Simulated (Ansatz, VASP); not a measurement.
**Two plane-wave programs on Fe**

INCAR

```
PREC = Accurate ; ENCUT = 520
EDIFF = 1E-7 ; ISMEAR = -1
SIGMA = 0.1 ; LREAL = F
LASPH = T ; NELM = 60
ALGO = Normal ; ISIF = 2
LWAVE = F ; LCHARG = F
GGA = B5 ; ALDAX = 1.0
AGGAX = 1.0 ; AGGAC = 1.0
ALDAC = 0.0 ; NBANDS = 10
```

File KPOINTS:

```
regular mesh
0
Gamma
  15 15 15
```

The input POSCAR:

```
Fe
1.0
    2.3616687626      0.0000000000      0.0000000000
    0.0000000000      2.3616687626      0.0000000000
    0.0000000000      0.0000000000      2.3616687626
Fe
1
Direct
    0.0000000000      0.0000000000      0.0000000000
```

Input for Ansatz:

```yaml
crystal:
  lattice:
    - [2.3616687626, 0.0, 0.0]
    - [0.0, 2.3616687626, 0.0]
    - [0.0, 0.0, 2.3616687626]
  atoms:
    - { symbol: Fe, position: [0.0, 0.0, 0.0] }
hamiltonian:
  xc: blyp
  pseudopotentials:
    kind: paw
    azcp:
      Fe: "pseudopotentials/Fe.paw.azcp"
basis:
  ecutwfc: 420
  fft_grid_basis: typed
kpoints:
  mp_grid: { grid: [15, 15, 15], shift: [0, 0, 0] }
magnetization:
  spin_polarized: false
scf:
  occupations: { method: fermi_dirac, width: 0.1 }
  lower_state_search: "off"
output:
  stress: true
```

Alike in both runs: task single point; functional BLYP; k mesh 15 × 15 × 15; occupations fermi-dirac, width 0.1 eV; no spin polarisation.

|  | VASP | Ansatz |
| --- | --- | --- |
| version | VASP 6.6.1 | Ansatz 0.2.0 |
| potentials or method | VASP PAW PBE potentials, release 64 (Fe) | plane waves (420 eV) with PAW, scalar-relativistic |
| plane-wave cutoff (eV) | 520 | 420 |
| valence electrons in the cell | 8 | 16 |

|  | VASP | Ansatz | Ansatz less VASP |
| --- | --- | --- | --- |
| pressure (GPa) | -11.9 | -11.8 | +0.11 |

With one functional, cell and mesh, what is left measures potentials, basis and numerics. The two sets of potentials don't hold the same shells in valence.

Caveats: the PAW data sets were made with another functional, which shifts forces and pressure a little (VASP); the run has no spin polarisation, though such a crystal can be magnetic. Spin polarisation is off, so any magnetic state and its effect on volume and gap are missing.
